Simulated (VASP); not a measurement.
HfO2, 6 atoms in the cell. Symmetry: P4_2/mnm, No. 136, tetragonal system. The conventional cell has a = 4.814 Å, b = 4.814 Å, c = 3.205 Å, α = 90.00°, β = 90.00°, γ = 90.00°. Around Hf (site symmetry mmm) lie 6 O at 2.08 Å. O (site symmetry m2m) has 3 Hf at 2.08 Å as nearest neighbours. Measurements of this composition are mostly on another form, of space group No. 14.

| Item | Value |
| --- | --- |
| Program | VASP 6.6.1 |
| Task | relaxation of cell and atoms |
| Functional | AM05 |
| Potentials or basis | VASP PAW PBE potentials, release 64 (Hf_pv, O) |
| Cutoff | 600 eV |
| k mesh | 6 × 6 × 8 |
| Occupations | fermi-dirac, width 0.05 eV |
| Spin | no spin polarisation |
| Further INCAR settings | ALGO = Fast; EDIFF = 1e-06; IBRION = 2; EDIFFG = -0.01; NSW = 40; ISIF = 3 |

Potentials or basis: VASP PAW PBE potentials, release 64 (Hf_pv, O).

Run with:

```console
$ cat potpaw_PBE.64/Hf_pv/POTCAR potpaw_PBE.64/O/POTCAR > POTCAR
$ mpirun -np 1 vasp_std > vasp.out
```

Hardware: 1 thread of Intel(R) Xeon(R) 6975P-C (Granite Rapids) (shared host).

Question: How long does it take, and how much memory?

Answer: It took 2.6 min on 1 thread of Intel(R) Xeon(R) 6975P-C (Granite Rapids), on a shared host, peak memory 0.28 GiB. Counts: scf iterations 45, k points 50, ion steps 5.
